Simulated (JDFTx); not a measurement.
Set up this calculation in JDFTx 1.7.0 (patched build), as the native input.

```
Task                                    : single point
Functional                              : PBE
Potentials or basis                     : PseudoDojo-SR-PBE-0.5-standard
Cutoff                                  : 1116 eV
Density cutoff                          : 4463 eV
k mesh                                  : 8 × 8 × 8
Occupations                             : fermi-dirac, width 0.05 eV
Spin                                    : no spin polarisation
Bands                                   : 19
Density cutoff over wavefunction cutoff : 4
Max SCF steps                           : 100
SCF threshold on the energy             : 1e-08 Ha
Solver of the electrons                 : scf
Further solve for the empty bands       : yes
```

Crystal: AgBr.

```xyz
2
Lattice="0.0000 2.8702 2.8702 2.8702 0.0000 2.8702 2.8702 2.8702 0.0000" Properties=species:S:1:pos:R:3 pbc="T T T"
Ag    0.0000    0.0000    0.0000
Br    2.8702    2.8702    2.8702
```

One way to write it, as run:

AgBr.in

```
lattice \
    0.0000000000     5.4237974366     5.4237974366 \
    5.4237974366     0.0000000000     5.4237974366 \
    5.4237974366     5.4237974366     0.0000000000
coords-type Lattice
ion Ag     0.0000000000     0.0000000000     0.0000000000 1
ion Br     0.5000000000     0.5000000000     0.5000000000 1

ion-species pseudo/Ag.upf
ion-species pseudo/Br.upf
elec-cutoff 41
elec-ex-corr gga-PBE
kpoint-folding 8 8 8
elec-smearing Fermi 0.0018374661
elec-n-bands 19
electronic-SCF nIterations 100 energyDiffThreshold 1e-08
electronic-minimize nIterations 30 energyDiffThreshold 1e-7
converge-empty-states yes
forces-output-coords Cartesian

dump-name run.$VAR
dump End Ecomponents EigStats BandEigs Kpoints Forces Stress ElecDensity Dtot KEdensity
```

Potentials or basis: PseudoDojo-SR-PBE-0.5-standard.

Run with:

```console
$ jdftx -c 1 -i AgBr.in -o AgBr.out
```

It gave:

The pressure is 2.2 GPa and the band gap on the k mesh is 0.67 eV, indirect (least direct gap 2.60 eV). The loewdin charges are Ag +0.51; Br -0.43 e.

It took 110 s on 1 thread of Arm Neoverse V1 (shared host), peak memory 0.14 GiB.
